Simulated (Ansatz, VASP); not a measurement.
One calculation of Cu, two programs

```
Cu
1.0
     0.00000    1.81471    1.81471
     1.81471    0.00000    1.81471
     1.81471    1.81471    0.00000
Cu
1
Direct
  0.00000 0.00000 0.00000
```

Alike in both runs: task relaxation of cell and atoms; functional PBE; k mesh 16 × 16 × 16; occupations fermi-dirac, width 0.15 eV; no spin polarisation.

```csv
,VASP,Ansatz
version,VASP 6.6.1,Ansatz 0.2.0
potentials or method,"VASP PAW PBE potentials, release 64 (Cu)","scalar-relativistic, plane waves, PAW"
plane-wave cutoff (eV),600,420
valence electrons in the cell,11,19
```

Ansatz gave:

| Item | Value |
| --- | --- |
| gap on the k mesh at the Fermi level, each at its own relaxed structure (eV) | none |
| relaxed volume (Å³/atom) | 11.96 |
| relaxed cell length with the largest relative difference (Å) | 2.567 |

**Question.** Estimate VASP's values.

**Answer.** gap on the k mesh at the Fermi level, each at its own relaxed structure (eV): none; relaxed volume (Å³/atom): 12.02; relaxed cell length with the largest relative difference (Å): 2.571.

A gap of «none» marks a metal or a gap that the smearing closes. The two sets of potentials don't hold the same shells in valence.

PBE usually gives volumes a little too large and moduli too small. Zero-point motion and thermal expansion aren't in these numbers.
